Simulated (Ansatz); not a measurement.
The calculation used DFT PBE, scalar-relativistic, plane waves, PAW (Ansatz 0.2.0). Settings: cutoff 420 eV, Γ-centred meshes spaced at most about 0.3 Å⁻¹, and about 0.25 Å⁻¹ or finer for metals (2π included), Gaussian smearing. No spin polarisation.

Temperature and zero-point effects are left out.

Two forms of ZnGa4O2 were relaxed alike.

A.

```
CELL_PARAMETERS angstrom
2.99580 0.00000 0.00000
-1.49790 2.59444 0.00000
0.00000 0.00000 15.81804
ATOMIC_POSITIONS crystal
Zn 0.00000 0.00000 0.00000
Ga 0.66667 0.33333 0.85164
Ga 0.33333 0.66667 0.57520
Ga 0.33333 0.66667 0.14836
Ga 0.66667 0.33333 0.42480
O 0.00000 0.00000 0.62755
O 0.00000 0.00000 0.37245
```

B.

```
CELL_PARAMETERS angstrom
3.60769 0.00000 0.00000
0.00000 3.60769 0.00000
0.00000 0.00000 8.77465
ATOMIC_POSITIONS crystal
Zn 0.00000 0.00000 0.50000
Ga 0.50000 0.00000 0.89413
Ga 0.00000 0.50000 0.10587
Ga 0.50000 0.50000 0.65151
Ga 0.50000 0.50000 0.34849
O 0.00000 0.00000 0.00000
O 0.50000 0.50000 0.00000
```

**Question.** Which is lower in energy, and by how much?

**Answer.** A is lower, by 36 meV/atom. A has space group P-3m1 (No. 164), 17.6 Å³/atom and no gap on its mesh; B has space group P-4m2 (No. 115), 16.3 Å³/atom and no gap. Counting Ga or Zn atoms around O (for each partner element, those within 1.25 times its shortest distance or 1.15 times the sum of covalent radii, where it is the nearest in units of that sum or under 1.3), A has O 3 and B has O 4. In A, Zn is surrounded by 6 Ga at 2.92 Å and 6 Zn at 3.00 Å; Ga on its first site is surrounded by 3 Zn at 2.92 Å and 6 Ga at 3.00 Å; O has 3 Ga at 1.92 Å; 1 more site not described. In B, around Zn lie 8 Ga at 2.88 Å; Ga on its first site has 4 O at 2.03 Å, 2 Ga at 2.79 Å and 4 Ga at 3.16 Å; around O on its first site lie 4 Ga at 2.03 Å and 4 O at 2.55 Å; 2 more sites not described. Both come from invented guesses. The lowest form computed isn't among them: it has space group I-42m (No. 121), 16.9 Å³/atom and lies 52 meV/atom below the best shown.

Cells relaxed within their symmetry can be saddle points. Some types were kept out of the candidates beforehand, so the set may lack a known form.
